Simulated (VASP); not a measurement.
Input of a VASP 6.6.1 run:

The input INCAR:

```
PREC     = Accurate       # precision mode
ENCUT    = 600            # plane-wave cutoff, eV
EDIFF    = 1E-7           # SCF threshold, eV
ISMEAR   = 0              # smearing method
SIGMA    = 0.03           # smearing width, eV
LREAL    = F              # projectors in reciprocal space
LASPH    = T              # aspherical terms in the spheres
NELM     = 80             # most SCF steps
ALGO     = Normal         # electronic algorithm
ISIF     = 2              # what is computed and relaxed
LWAVE    = F              # write WAVECAR
LCHARG   = F              # write CHGCAR
METAGGA  = R2SCAN         # meta-GGA
LMIXTAU  = T            
IBRION   = 2              # ionic algorithm
NSW      = 40             # ionic steps
EDIFFG   = -0.01          # ionic threshold
```

The input KPOINTS:

```
regular mesh
0
Gamma
  8 8 8
```

Contents of POSCAR:

```
GaP                                     
1.0
    0.0000000000      2.7432985392      2.7432985392
    2.7432985392      0.0000000000      2.7432985392
    2.7432985392      2.7432985392      0.0000000000
  Ga              P             
     1     1
Direct
     0.0000000000000000    0.0000000000000000    0.0000000000000000
     0.2500000000000000    0.2500000000000000    0.2500000000000000
```

Potentials or basis: VASP PAW PBE potentials, release 64 (Ga_d, P).

Run with:

```bash
$ cat potpaw_PBE.64/Ga_d/POTCAR potpaw_PBE.64/P/POTCAR > POTCAR
$ mpirun -np 1 vasp_std > vasp.out
```

(1) What does it give for the band gap on the k mesh?

Answers

(1) 1.93 eV, indirect (least direct gap 2.17 eV).

Caveat: the relaxation stopped at its first step, so nothing moved.
